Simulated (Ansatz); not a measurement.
## Step by step: BP, relaxation of cell and atoms

Method: DFT, PBE, PAW with Ansatz's default frozen-core files, scalar-relativistic (Ansatz 0.2.0).

Command: `ansatz run input.yaml --threads 1 --pin off --max-ram 2048MiB --backend cpu --events-out ev --progress --plain --runs-dir out` The run took 17 s on 1 thread of Intel(R) Xeon(R) Platinum 8259CL CPU @ 2.50GHz (Skylake/Cascade Lake), with other jobs on the host, peak memory 0.39 GiB.

```yaml
crystal:
  lattice:
    - [2.9705734512, 0.0, 0.0]
    - [-1.4852867256, 2.5725920725, 0.0]
    - [0.0, 0.0, 2.9111619821]
  atoms:
    - { symbol: B, position: [0.0, 0.0, 0.0] }
    - { symbol: P, position: [0.3333333333, 0.6666666667, 0.5] }
kpoints:
  mp_grid: { grid: [13, 13, 11] }
scf:
  occupations: { method: fermi_dirac, width: 0.08 }
hamiltonian:
  xc: pbe
  pseudopotentials: { kind: paw }
output:
  forces: true
  stress: true
relax:
  f_tol: 0.005
  max_steps: 80
  cell: {}
```

The cell is built from the WC type as a first guess.

The cutoff is 420 eV; energies and pressures of the walk include the program's estimate of the Pulay term.

Each frame lists the cell vectors (Å), then Cartesian positions (Å); symmetry keeps all forces zero. Free energies count from the first step, -909.7342 eV.

The walk took 9 evaluations in all; steps that aren't listed are left out.

Step 1: E = 0.0 meV, P = -9.96 GPa

```
cell 2.9706 0.0000 0.0000 -1.4853 2.5726 0.0000 0.0000 0.0000 2.9112
B     0.0000    0.0000    0.0000
P     0.0000    1.7151    1.4556
```

Step 2:

```
cell 2.9977 0.0000 0.0000 -1.4989 2.5961 0.0000 0.0000 0.0000 2.7672
B     0.0000    0.0000    0.0000
P     0.0000    1.7307    1.3836
```

Step 3: E = -119.4 meV, P = 0.90 GPa

```
cell 2.9898 0.0000 0.0000 -1.4949 2.5893 0.0000 0.0000 0.0000 2.6799
B     0.0000    0.0000    0.0000
P     0.0000    1.7262    1.3400
```

Step 4: E = -120.7 meV, P = -0.03 GPa

```
cell 3.0080 0.0000 0.0000 -1.5040 2.6050 0.0000 0.0000 0.0000 2.6654
B     0.0000    0.0000    0.0000
P     0.0000    1.7367    1.3327
```

(1) Give the energy, pressure of step 2.

(2) How does the relaxation end?

Answers

(1) E = -101.8 meV, P = -4.81 GPa
```
B     0.0000    0.0000    0.0000
P     0.0000    1.7307    1.3836
```

(2) It converges, with a = 3.010 Å, b = 3.010 Å, c = 2.662 Å, α = 90.00°, β = 90.00°, γ = 120.00° (conventional cell, space group P-6m2). The last solve (on a basis chosen afresh for the final cell, so its energy is not quite comparable) gives E = -120.5 meV, P = 0.00 GPa:
```
cell 3.0096 0.0000 0.0000 -1.5048 2.6064 0.0000 0.0000 0.0000 2.6618
B     0.0000    0.0000    0.0000
P     0.0000    1.7376    1.3309
```
